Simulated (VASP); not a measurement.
## A VASP 6.6.1 single-point calculation on MgS

INCAR

```
EDIFF = 1E-7
ISIF = 2
ENCUT = 520
LCHARG = .FALSE.
NBANDS = 11
GGA = PS
SIGMA = 0.01
LWAVE = .FALSE.
NELM = 84
LREAL = .FALSE.
LASPH = .FALSE.
PREC = Accurate
NSW = 0
ISMEAR = 0
IBRION = -1
```

KPOINTS

```
KPOINTS created by Atomic Simulation Environment
0
Gamma
8 8 8
0 0 0
```

POSCAR

```
Mg S
 1.0000000000000000
     0.0000000000000000    2.8308768390485555    2.8308768390485555
     2.8308768390485555    0.0000000000000000    2.8308768390485555
     2.8308768390485555    2.8308768390485555    0.0000000000000000
 Mg  S
   1   1
Cartesian
  0.0000000000000000  0.0000000000000000 -0.0000000000000000
  1.4154384195242775  1.4154384195242775  1.4154384195242775
```

The recommended PBE PAW datasets give the neutral cell 8 valence electrons.

Command

```
mpirun -np 1 vasp_std
```

OSZICAR

```
N       E                     dE             d eps       ncg     rms          rms(c)
DAV:   1     0.232320123850E+02    0.23232E+02   -0.32905E+03   654   0.568E+02
DAV:   2    -0.747178856253E+01   -0.30704E+02   -0.28574E+02   798   0.965E+01
DAV:   3    -0.938590621886E+01   -0.19141E+01   -0.19107E+01   772   0.263E+01
DAV:   4    -0.940117081656E+01   -0.15265E-01   -0.15262E-01   774   0.282E+00
DAV:   5    -0.940133393620E+01   -0.16312E-03   -0.16312E-03   775   0.289E-01    0.373E+00
DAV:   6    -0.895525891367E+01    0.44608E+00   -0.11016E+00   703   0.384E+00    0.272E+00
DAV:   7    -0.891617886776E+01    0.39080E-01   -0.23078E-01   757   0.191E+00    0.205E+00
DAV:   8    -0.891802282542E+01   -0.18440E-02   -0.15104E-02   710   0.740E-01    0.105E+00
DAV:   9    -0.891729957608E+01    0.72325E-03   -0.18569E-03   752   0.213E-01    0.363E-01
DAV:  10    -0.891737469242E+01   -0.75116E-04   -0.23878E-04   719   0.747E-02    0.327E-02
DAV:  11    -0.891738776193E+01   -0.13070E-04   -0.13034E-05   767   0.189E-02    0.530E-02
DAV:  12    -0.891738707169E+01    0.69024E-06   -0.14951E-06   748   0.527E-03    0.579E-03
DAV:  13    -0.891738696625E+01    0.10544E-06   -0.15583E-07   658   0.185E-03    0.310E-03
DAV:  14    -0.891738700065E+01   -0.34406E-07   -0.86973E-09   373   0.461E-04
   1 F= -.89173870E+01 E0= -.89173870E+01  d E =-.118083E-66
```

From OUTCAR

```
k-points           NKPTS =     29   k-points in BZ     NKDIM =     29   number of bands    NBANDS=     11

   NELECT =       8.0000    total number of electrons

   dimension x,y,z NGX =    30 NGY =   30 NGZ =   30
   dimension x,y,z NGXF=    60 NGYF=   60 NGZF=   60

  energy-cutoff  :      520.00
  volume of cell :       45.37
      direct lattice vectors                 reciprocal lattice vectors
     0.000000000  2.830876839  2.830876839    -0.176623721  0.176623721  0.176623721
     2.830876839  0.000000000  2.830876839     0.176623721 -0.176623721  0.176623721
     2.830876839  2.830876839  0.000000000     0.176623721  0.176623721 -0.176623721

 k-points in reciprocal lattice and weights: KPOINTS created by Atomic Simulation Env
   0.00000000  0.00000000  0.00000000       0.002
   0.12500000  0.00000000  0.00000000       0.016
   0.25000000  0.00000000  0.00000000       0.016
   0.37500000  0.00000000  0.00000000       0.016
   0.50000000  0.00000000  0.00000000       0.008
   0.12500000  0.12500000  0.00000000       0.012
   0.25000000  0.12500000  0.00000000       0.047
   0.37500000  0.12500000  0.00000000       0.047
   ...

 E-fermi :   1.1212

 k-point     1 :       0.0000    0.0000    0.0000
  band No.  band energies     occupation
      1     -10.2680      2.00000
      2       1.0013      2.00000
      3       1.0013      2.00000
      4       1.0013      2.00000
      5       4.2979      0.00000
      6       8.8743      0.00000
      7       8.8743      0.00000
      8       8.8743      0.00000
      9      11.7853      0.00000
     10      11.7853      0.00000
     11      14.5493      0.00000

 k-point     2 :       0.1250    0.0000    0.0000
  band No.  band energies     occupation
      1     -10.1793      2.00000
      2       0.3000      2.00000
      3       0.9474      2.00000
      4       0.9474      2.00000
      5       4.9734      0.00000
      6       8.6781      0.00000
      7       9.0523      0.00000
      8       9.0523      0.00000
      9      11.3044      0.00000
     10      11.3044      0.00000
     11      13.9161      0.00000

 k-point     3 :       0.2500    0.0000    0.0000
  band No.  band energies     occupation
      1      -9.9493      2.00000
      2      -0.8901      2.00000
      3       0.8256      2.00000
      4       0.8256      2.00000
      5       5.8387      0.00000
      6       8.6888      0.00000
      7       9.0814      0.00000
      8       9.0814      0.00000
      9      11.3519      0.00000
     10      11.3519      0.00000
     11      13.0547      0.00000

 k-point     4 :       0.3750    0.0000    0.0000
  band No.  band energies     occupation
      1      -9.6916      2.00000
      2      -1.8269      2.00000
      3       0.7142      2.00000
      4       0.7142      2.00000
      5       6.0248      0.00000
      6       8.7160      0.00000
      7       8.7160      0.00000
      8       9.2079      0.00000
      9      12.6630      0.00000
     10      12.6630      0.00000
     11      13.0760      0.00000

 k-point     5 :       0.5000    0.0000    0.0000
  band No.  band energies     occupation
      1      -9.5745      2.00000
      2      -2.1824      2.00000
      3       0.6707      2.00000
      4       0.6707      2.00000
      5       5.9972      0.00000
      6       8.5429      0.00000
      7       8.5429      0.00000
      8       9.4253      0.00000
      9      13.7098      0.00000
     10      14.1596      0.00000
     11      14.1596      0.00000

 ...

  Total       -0.1114465     -0.1114465     -0.1114465      0.0000000      0.0000000      0.0000000
  in kB       -3.9353552     -3.9353552     -3.9353552      0.0000000      0.0000000      0.0000000
  external PRESSURE =      -3.9353552 kB  Pullay stress =       0.0000000 kB

 POSITION                                       TOTAL-FORCE (eV/Angst)
 -----------------------------------------------------------------------------------
      0.00000      0.00000      0.00000        -0.000000     -0.000000     -0.000000
      1.41544      1.41544      1.41544         0.000000      0.000000      0.000000
 -----------------------------------------------------------------------------------
    total drift:                                0.000000      0.000000      0.000000

  FREE ENERGIE OF THE ION-ELECTRON SYSTEM (eV)
  ---------------------------------------------------
  free  energy   TOTEN  =        -8.9173870007 eV

  energy  without entropy=       -8.9173870007  energy(sigma->0) =       -8.91738700
```

It converged. Results: gap between bands v and c on the k mesh 3.30 eV; least direct gap on the k mesh 3.30 eV; pressure -0.4 GPa. Band v is the last that the valence electrons fill when counted band by band, and c is the next.

For comparison, a separate PBEsol run of the intended cell, on usual settings and not on those above, gives a gap of 3.30 eV on its mesh and a pressure of -0.4 GPa.

The run above took about 6.7 s on one core of a shared host (Intel Xeon 6975P-C) and held 0.17 GiB at most.
